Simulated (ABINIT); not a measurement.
CoO: changing the functional

The structure is tetragonal, space group I4/mmm (No. 139). Conventional cell: a = 3.016 Å, b = 3.016 Å, c = 4.214 Å, α = 90.00°, β = 90.00°, γ = 90.00°. Co (site symmetry 4/mmm) is surrounded by 6 O at 2.11 to 2.13 Å. O (site symmetry 4/mmm) is surrounded by 6 Co at 2.11 to 2.13 Å.

Kept alike: task single point; k mesh 10 × 10 × 10; occupations fermi-dirac, width 0.05 eV; collinear spin, ferromagnetic start. Program: ABINIT, JTH PAW PBE v2.0, cutoff 844 eV. The mesh is that of the run's cell of 2 atoms. No spin-orbit coupling.

| run | pressure (GPa) | largest site moment (μB) |
| --- | --- | --- |
| A | -1.66 | 2.54 |
| B | 3.50 | 2.58 |
| C | -9.38 | 2.54 |

Pressure is positive in compression; the values hold the error of the finite cutoff, so their zero can differ a little from the energy's minimum. For a metal such a mesh leaves the last digits unconverged. The runs hold the magnetic state that their start led to, which needn't be the lowest. Site moments count inside each atom's sphere or projector. All rows use potentials made for PBE.

Q: The runs differ in the functional alone: PW91; WC; revPBE. Which run is which?

A: Run A is PW91; run B is revPBE; run C is WC. The pressure runs from -9.38 (WC) to 3.50 GPa (revPBE). A positive pressure means that the functional's own cell is larger than the one given, a negative one that it is smaller. The largest site moment runs from 2.54 (PW91; WC) to 2.58 μB (revPBE).
